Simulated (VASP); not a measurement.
A run of VASP 6.6.1 is set up as follows.

The input INCAR:

```
  PREC = Accurate
  ENCUT = 520
  EDIFF = 1E-6
  ISMEAR = 1
  SIGMA = 0.1
  LREAL = False
  LASPH = True
  NELM = 80
  ALGO = Normal
  ISIF = 2
  LWAVE = False
  LCHARG = True
  LDIPOL = True
  IDIPOL = 3
  DIPOL = 0.5 0.5 0.500
  GGA = PE
  LVHAR = True
  LVACPOTAV = True
  KPAR = 2
```

KPOINTS

```
Automatic mesh
0
Gamma
  13 13 1
```

File POSCAR:

```
Ag                                      
1.0
    1.4613884900      2.5311991400      0.0000000000
   -2.9227769700      0.0000000000      0.0000000000
    0.0000000000      0.0000000000     30.1490871400
  Ag            
     4
Direct
     0.6666669999999968    0.3333330000000032    0.3812590008894375
     0.3333330000000032    0.6666669999999968    0.4602615797719736
     0.0000000000000000    0.0000000000000000    0.5397384202280264
     0.6666669999999968    0.3333330000000032    0.6187409991105625
```

Potentials or basis: VASP PAW PBE potentials, release 64 (Ag).

Command:

```bash
$ cat potpaw_PBE.64/Ag/POTCAR > POTCAR
$ mpirun -np 2 vasp_std > vasp.out
```

Q: What does it give for the work function of the upper face?

A: 4.58 eV.

Q: Estimate the work function of the lower face.

A: 4.58 eV.

Q: Predict the band gap on the k mesh.

A: None (metal or under the smearing width).
